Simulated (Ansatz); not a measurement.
Born–Oppenheimer molecular dynamics of a periodic cell of 24 atoms, BeTe (surface BeTe(110)). It goes on from the last frame of an earlier run, with new velocities.

Computed with DFT PBE, scalar-relativistic, plane waves, PAW in Ansatz. Settings: accuracy low, cutoff 420 eV, k mesh 2x2x1, fermi-dirac smearing 0.05 eV, no spin polarisation.

- ensemble: NVT, Nosé–Hoover chain
- time step: 1.5 fs
- steps asked: 300
- set temperature: 2400 K
- thermostat: time constant 50 fs, chain length 1
- atoms held: 1, 4, 6, 7
- seed: 990460

Frames 30 fs apart, positions in Å, forces in eV/Å.

Velocities at 165 fs (Å/ps):

```
Be 0.00 0.00 0.00
Te -4.06 -6.05 -2.53
Be -0.71 0.52 -8.20
Te 0.00 0.00 0.00
Be 11.60 -22.75 16.41
Te 0.00 0.00 0.00
Be 0.00 0.00 0.00
Te 5.79 2.04 -9.57
Be -6.81 23.18 -13.75
Te 13.74 -4.26 3.20
Be -11.29 3.05 8.89
Te 6.02 3.92 5.25
Be -15.11 -10.51 0.70
Te -5.05 -2.52 -1.74
Be -9.89 7.09 -34.79
Te -0.52 7.91 2.54
Be 11.31 10.74 17.34
Te 0.83 4.37 8.15
Be 5.79 -20.42 13.52
Te -1.09 -0.16 6.44
Be 4.28 14.93 9.80
Te 3.49 -5.77 1.28
Be 2.47 14.46 10.25
Te 2.98 2.96 4.97
```

```xyz
24
Lattice="7.8347 0.0000 0.0000 0.0000 5.5400 0.0000 0.0000 0.0000 20.7934" Properties=species:S:1:pos:R:3:forces:R:3 time_fs=165 energy_less_start_eV=7.878 T=3061
Be 0.000 0.000 1.000 0.05 -0.72 1.23
Te 0.323 1.575 3.212 -2.22 -0.36 -1.14
Be 5.739 2.481 3.187 1.12 0.97 -0.54
Te 1.959 4.155 1.000 -0.59 0.90 -1.09
Be 2.144 2.953 3.194 -0.33 -0.50 -2.43
Te 5.876 4.155 1.000 0.51 0.84 -0.40
Be 3.917 0.000 1.000 0.25 -3.66 -1.15
Te 3.750 1.680 2.145 1.24 1.61 3.32
Be 4.101 -0.152 4.761 -1.04 1.02 -0.09
Te 4.101 1.981 7.193 -1.58 -1.41 -0.16
Be 2.047 3.506 6.815 0.71 -1.88 3.51
Te 6.108 4.493 5.123 0.19 -0.23 0.10
Be 5.046 3.919 7.245 1.06 0.72 -0.61
Te 1.996 4.232 4.867 0.37 3.56 -0.50
Be -0.046 0.812 5.354 -0.17 -0.92 -0.16
Te 0.105 1.994 7.333 -0.60 0.40 -0.18
Be -0.746 0.288 8.952 4.17 1.94 -1.29
Te 0.364 2.874 12.232 -1.38 -0.43 0.01
Be 6.303 3.058 10.779 -0.53 -0.30 1.15
Te 1.718 5.002 8.972 -0.77 -0.83 0.44
Be 1.671 3.114 10.496 1.02 1.07 -0.02
Te 5.446 4.700 9.393 -2.46 -0.83 0.80
Be 2.741 1.185 10.230 1.19 0.26 0.37
Te 3.984 2.598 11.886 -0.21 -1.23 -1.22
24
Lattice="7.8347 0.0000 0.0000 0.0000 5.5400 0.0000 0.0000 0.0000 20.7934" Properties=species:S:1:pos:R:3:forces:R:3 time_fs=195 energy_less_start_eV=8.485 T=2744
Be 0.000 0.000 1.000 0.29 -0.72 0.95
Te 0.152 1.406 3.047 -1.12 0.24 -0.17
Be 6.145 2.975 2.809 0.02 -0.81 1.31
Te 1.959 4.155 1.000 -0.54 1.06 -1.02
Be 2.131 2.546 3.170 -0.10 1.26 -0.23
Te 5.876 4.155 1.000 0.82 2.16 -2.40
Be 3.917 0.000 1.000 -0.41 -3.88 -0.82
Te 3.972 1.800 1.967 0.90 1.61 3.51
Be 3.837 0.554 4.508 0.10 -0.87 0.56
Te 4.446 1.799 7.277 -1.91 0.81 -0.49
Be 2.219 3.184 7.545 0.85 -0.24 -1.15
Te 6.236 4.599 5.267 -2.95 -1.67 -1.82
Be 5.128 4.198 7.153 -0.47 -1.02 1.00
Te 1.876 4.232 4.833 1.73 0.89 1.02
Be -0.302 0.688 5.367 2.31 2.10 0.07
Te 0.066 2.225 7.384 0.03 -0.24 -0.67
Be -0.039 0.795 9.167 -2.13 -0.37 0.14
Te 0.364 2.986 12.473 -0.43 -0.59 -0.43
Be 6.170 2.710 11.244 1.24 1.23 -1.02
Te 1.699 5.000 9.183 2.12 -0.01 0.91
Be 2.092 3.706 11.082 -0.43 -0.30 0.29
Te 5.554 4.536 9.448 1.34 1.20 0.51
Be 3.098 1.389 10.421 -0.19 -1.16 -1.23
Te 4.064 2.655 12.018 -1.05 -0.65 1.18
24
Lattice="7.8347 0.0000 0.0000 0.0000 5.5400 0.0000 0.0000 0.0000 20.7934" Properties=species:S:1:pos:R:3:forces:R:3 time_fs=225 energy_less_start_eV=8.750 T=2232
Be 0.000 0.000 1.000 -0.01 -0.94 -0.32
Te -0.055 1.282 2.850 1.16 1.70 1.66
Be 6.613 3.249 3.240 -0.94 0.37 -0.38
Te 1.959 4.155 1.000 -0.61 2.05 -2.94
Be 1.879 2.994 2.808 0.22 -1.43 1.30
Te 5.876 4.155 1.000 1.47 1.50 -1.09
Be 3.917 0.000 1.000 0.01 -0.92 0.65
Te 4.230 1.991 2.017 -1.52 -1.47 2.82
Be 3.741 0.522 4.628 0.55 -0.70 -0.29
Te 4.656 1.635 7.327 -1.31 0.01 -0.11
Be 2.717 2.792 7.523 -2.06 0.65 -0.29
Te 6.215 4.665 5.318 -1.36 0.88 -0.80
Be 5.180 4.043 7.369 0.18 -0.77 -0.83
Te 1.865 4.306 4.873 1.55 0.89 1.18
Be 0.378 0.788 5.663 -0.48 -0.95 -0.76
Te 0.045 2.435 7.414 1.97 -1.34 0.47
Be -0.548 0.757 9.325 1.12 -0.18 -0.70
Te 0.333 3.058 12.680 -0.23 -0.08 0.09
Be 6.464 3.248 11.201 -0.50 -0.98 1.63
Te 1.777 5.014 9.435 0.13 0.21 0.63
Be 2.194 4.091 11.776 0.06 -0.63 -1.01
Te 5.733 4.466 9.537 -0.34 2.62 -0.24
Be 3.574 0.888 9.931 0.69 0.53 0.37
Te 4.101 2.646 12.171 0.24 -1.00 -1.03
24
Lattice="7.8347 0.0000 0.0000 0.0000 5.5400 0.0000 0.0000 0.0000 20.7934" Properties=species:S:1:pos:R:3:forces:R:3 time_fs=255 energy_less_start_eV=7.283 T=2516
Be 0.000 0.000 1.000 0.21 -1.58 -0.82
Te -0.184 1.281 2.780 1.55 2.22 2.45
Be 6.408 3.316 3.353 -0.53 -0.31 -0.94
Te 1.959 4.155 1.000 -0.55 0.89 -0.74
Be 1.918 2.593 3.009 0.54 0.68 -0.53
Te 5.876 4.155 1.000 1.54 1.82 -1.41
Be 3.917 0.000 1.000 0.14 -0.24 1.12
Te 4.374 2.082 2.254 -2.72 -2.89 2.52
Be 4.111 0.012 4.517 -0.95 0.91 -0.57
Te 4.731 1.484 7.366 -3.12 0.23 -0.04
Be 2.204 2.883 7.174 2.78 0.73 -0.44
Te 6.111 4.774 5.313 0.02 -0.99 -0.70
Be 5.462 3.574 7.252 0.94 0.77 0.94
Te 1.973 4.400 4.976 1.71 -0.81 0.27
Be 0.345 0.479 5.216 -0.64 0.80 -0.10
Te 0.122 2.554 7.471 -1.27 -2.43 -0.02
Be -0.106 0.609 9.001 0.12 -0.36 0.28
Te 0.309 3.114 12.886 0.12 0.10 -0.06
Be 6.146 3.395 11.834 1.02 0.29 -0.25
Te 1.881 5.050 9.704 1.21 0.80 -0.83
Be 2.161 3.911 11.687 -0.22 -0.93 0.48
Te 5.886 4.523 9.620 0.76 0.67 -0.49
Be 4.299 0.673 9.680 -1.37 0.49 0.34
Te 4.142 2.572 12.264 -1.28 -0.87 -0.47
24
Lattice="7.8347 0.0000 0.0000 0.0000 5.5400 0.0000 0.0000 0.0000 20.7934" Properties=species:S:1:pos:R:3:forces:R:3 time_fs=285 energy_less_start_eV=6.515 T=2509
Be 0.000 0.000 1.000 0.14 -1.11 0.42
Te -0.199 1.425 2.844 2.21 1.48 -0.03
Be 6.127 3.276 3.038 0.79 0.60 1.70
Te 1.959 4.155 1.000 -0.10 0.94 -0.54
Be 2.162 2.539 3.164 -1.25 1.33 0.03
Te 5.876 4.155 1.000 0.56 1.73 -2.63
Be 3.917 0.000 1.000 0.02 -0.37 0.92
Te 4.324 1.970 2.624 -2.11 -2.32 0.08
Be 3.976 0.098 3.997 0.42 -0.59 1.12
Te 4.617 1.380 7.403 -1.57 2.37 0.31
Be 2.946 3.189 6.845 -0.05 -1.04 0.93
Te 5.987 4.825 5.270 -0.43 -1.25 -0.76
Be 6.173 3.588 7.688 -2.12 -0.11 -0.70
Te 2.179 4.449 5.073 -0.22 0.22 -1.19
Be -0.182 0.872 5.050 0.55 -0.31 1.39
Te 0.212 2.520 7.504 3.00 -1.70 -1.69
Be 0.477 0.556 8.665 -1.01 -0.71 0.87
Te 0.305 3.166 13.101 0.89 -0.43 1.04
Be 6.306 3.718 12.172 -2.00 -0.30 -1.49
Te 2.063 5.115 9.938 0.40 -0.31 0.00
Be 2.030 3.174 11.648 0.20 0.85 -0.29
Te 6.048 4.627 9.677 0.36 1.43 0.95
Be 4.107 0.754 9.738 0.45 0.02 0.24
Te 4.116 2.438 12.313 0.86 -0.43 -0.68
24
Lattice="7.8347 0.0000 0.0000 0.0000 5.5400 0.0000 0.0000 0.0000 20.7934" Properties=species:S:1:pos:R:3:forces:R:3 time_fs=315 energy_less_start_eV=5.274 T=2488
Be 0.000 0.000 1.000 -0.25 -0.44 0.88
Te -0.083 1.654 2.940 1.28 0.34 1.21
Be 6.388 3.505 3.464 -0.55 -1.05 -1.91
Te 1.959 4.155 1.000 -0.02 1.07 -1.19
Be 1.808 3.296 3.150 0.39 -1.39 0.01
Te 5.876 4.155 1.000 0.31 0.78 -0.49
Be 3.917 0.000 1.000 0.28 -0.03 1.37
Te 4.128 1.745 2.978 -0.98 0.71 -1.04
Be 3.989 -0.136 4.176 1.13 1.23 -0.97
Te 4.426 1.399 7.465 -0.45 0.04 1.02
Be 3.289 3.236 6.920 -1.06 0.37 -0.19
Te 5.866 4.800 5.211 1.99 -0.10 2.27
Be 5.774 3.246 7.700 1.22 0.65 -0.03
Te 2.353 4.493 5.127 -2.84 -0.65 1.39
Be -0.147 1.028 5.669 -0.16 -0.73 -1.30
Te 0.425 2.386 7.452 -0.42 -0.81 0.51
Be 0.213 0.191 8.979 2.12 1.25 -0.23
Te 0.308 3.205 13.320 -0.79 0.16 -1.47
Be 6.123 3.696 11.814 0.61 -1.14 1.27
Te 2.256 5.150 10.151 -0.86 -0.47 -0.64
Be 1.944 3.116 11.585 0.09 0.75 0.75
Te 6.221 4.802 9.759 -1.86 -0.40 -0.32
Be 4.207 1.013 10.057 0.14 -0.10 0.33
Te 4.106 2.272 12.314 0.68 -0.05 -1.21
24
Lattice="7.8347 0.0000 0.0000 0.0000 5.5400 0.0000 0.0000 0.0000 20.7934" Properties=species:S:1:pos:R:3:forces:R:3 time_fs=345 energy_less_start_eV=4.129 T=2425
Be 0.000 0.000 1.000 0.20 -0.19 1.41
Te 0.105 1.860 3.089 -1.56 -1.50 0.18
Be 5.907 3.240 3.006 0.08 -0.94 1.98
Te 1.959 4.155 1.000 0.13 0.84 -0.83
Be 1.859 3.224 3.250 1.21 0.19 -0.01
Te 5.876 4.155 1.000 -0.04 1.41 -2.23
Be 3.917 0.000 1.000 -0.14 -0.17 1.39
Te 3.897 1.622 3.207 0.22 2.82 -2.65
Be 4.068 -0.227 4.162 1.12 -0.92 0.52
Te 4.232 1.447 7.582 1.03 1.48 0.67
Be 2.789 3.222 7.230 -0.35 -0.12 -0.16
Te 5.899 4.738 5.276 1.55 -1.15 0.65
Be 6.085 3.221 7.509 -0.19 0.04 0.28
Te 2.374 4.526 5.197 -2.63 -0.45 1.04
Be -0.107 0.696 5.431 0.88 0.36 -0.44
Te 0.608 2.211 7.412 -1.32 -0.76 0.10
Be 0.689 0.533 9.257 -1.52 0.02 -0.26
Te 0.270 3.244 13.449 0.34 -0.22 0.49
Be 6.370 3.050 12.095 -0.89 0.61 -0.62
Te 2.398 5.148 10.313 0.83 -0.29 -0.51
Be 1.998 3.627 12.033 0.53 -0.37 -0.13
Te 6.312 4.959 9.827 0.85 -0.79 -0.37
Be 4.603 1.042 10.271 -0.78 -0.57 -0.83
Te 4.130 2.126 12.268 0.46 0.67 0.34
24
Lattice="7.8347 0.0000 0.0000 0.0000 5.5400 0.0000 0.0000 0.0000 20.7934" Properties=species:S:1:pos:R:3:forces:R:3 time_fs=375 energy_less_start_eV=5.094 T=1735
Be 0.000 0.000 1.000 0.14 -0.32 1.36
Te 0.218 1.963 3.231 -1.68 -0.66 -1.05
Be 5.646 2.961 3.471 1.21 0.35 -0.37
Te 1.959 4.155 1.000 0.25 0.86 -0.49
Be 2.229 3.267 3.381 -1.28 0.61 -0.63
Te 5.876 4.155 1.000 -0.12 0.82 0.02
Be 3.917 0.000 1.000 -0.11 -0.35 1.16
Te 3.709 1.609 3.268 2.20 -1.00 -1.30
Be 4.310 -0.552 4.094 -1.14 0.46 0.12
Te 4.114 1.565 7.726 1.94 1.02 -0.62
Be 2.603 3.207 7.841 -0.62 0.75 0.15
Te 6.075 4.609 5.404 1.24 -0.07 0.26
Be 6.400 3.406 7.592 -0.35 -0.49 0.47
Te 2.235 4.555 5.298 0.85 -0.35 0.84
Be 0.430 0.335 4.808 -0.88 -0.13 0.81
Te 0.658 2.000 7.381 -1.66 0.06 0.67
Be 0.435 0.733 9.494 1.31 -0.15 -0.35
Te 0.247 3.270 13.568 0.23 -0.05 -0.77
Be 6.236 2.948 12.043 1.07 1.03 0.29
Te 2.544 5.128 10.419 -2.62 -1.35 -0.83
Be 2.348 3.809 12.426 -0.41 -0.81 -0.39
Te 6.428 5.042 9.869 -0.85 -1.54 -0.05
Be 4.301 0.765 9.878 1.48 0.97 0.58
Te 4.176 2.029 12.240 -0.21 0.33 0.14
24
Lattice="7.8347 0.0000 0.0000 0.0000 5.5400 0.0000 0.0000 0.0000 20.7934" Properties=species:S:1:pos:R:3:forces:R:3 time_fs=405 energy_less_start_eV=5.354 T=1706
Be 0.000 0.000 1.000 -0.19 -0.36 1.06
Te 0.229 1.995 3.307 -0.36 -1.59 -1.59
Be 6.172 3.081 3.665 -1.90 0.26 -0.69
Te 1.959 4.155 1.000 0.04 0.97 -1.58
Be 1.786 3.701 3.208 0.69 -0.47 1.31
Te 5.876 4.155 1.000 0.18 0.79 0.08
Be 3.917 0.000 1.000 0.14 -0.01 1.59
Te 3.652 1.555 3.233 1.79 0.50 -1.21
Be 4.162 -0.521 4.140 0.09 -0.06 0.99
Te 4.114 1.767 7.834 0.76 1.92 0.60
Be 2.478 3.757 8.464 0.16 -1.76 -0.81
Te 6.308 4.477 5.546 -1.74 0.21 0.06
Be 6.341 3.199 7.998 -0.17 -0.45 -0.18
Te 2.130 4.542 5.468 0.60 0.08 -0.63
Be 0.172 0.169 4.638 0.96 -0.16 0.86
Te 0.575 1.794 7.392 -0.41 1.03 1.68
Be 0.862 0.610 9.539 -1.52 0.21 -1.06
Te 0.253 3.291 13.648 0.46 -0.10 -0.56
Be 6.447 3.584 12.024 -0.20 -0.15 -0.24
Te 2.570 5.044 10.457 0.45 -0.79 0.11
Be 2.322 3.353 12.459 -0.68 0.10 -0.39
Te 6.519 5.023 9.902 -0.10 -0.70 0.33
Be 4.553 1.109 10.125 -0.11 -0.68 -0.94
Te 4.241 1.966 12.220 1.09 1.22 1.22
```

Of the whole run (450 fs, mean temperature of the second half 2204 K): The conserved energy stayed within 1.1 meV per atom of its start (net change 0.79 meV per atom), so the integration is sound. A run of 0.45 ps of so small a system gives no equilibrium averages. Limits of this set-up: coarse k mesh, slab without dipole correction, low accuracy level.

Time of the run: 12 min on 4 threads of Intel(R) Xeon(R) 6975P-C (Granite Rapids), on a shared host, peak memory 2.7 GiB.
